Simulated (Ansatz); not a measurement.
# AlCu3: how the free axis answers a strain

AlCu3, Pmmn, a = 4.176 Å, b = 5.118 Å, c = 4.473 Å. The structure is a Materials Project entry; whether it is the stable form wasn't checked. Ansatz: PBEsol, PAW, 420 eV, Γ-centred 8×8×8 mesh on 8 atoms, Gaussian smearing 0.10 eV; no spin polarisation. Series: biaxial strain in the a-b plane, c and atoms relaxed; x is the strain in per cent. y is the change of c in per cent of 4.473 Å.

| x (%) | y (%) |
| --- | --- |
| -4.0 | 4.00 |
| -2.0 | 1.98 |
| 0.0 | 0.00 |
| 2.0 | -1.99 |
| 4.0 | ? |

Problem. Fit y = c1 x + c2 x² to the other rows, say what c1 measures, and predict the missing y.

Solution. Least squares on the rows shown. y = −0.9948 x + 0.001023 x². With no stress along c, c1 = −(C13 + C23)/C33 = -0.995. At x = 4.0 the fit asked for gives -3.96 %. The run gave -3.95 %, so the fit is 0.01 % too low, within twice the rms miss on the fitted rows (0.009 %). The form still works here, 33 % of the fitted range beyond its end.

Cost: 5 runs of about 30 core-minutes in all, on Arm Neoverse V1 (shared hosts).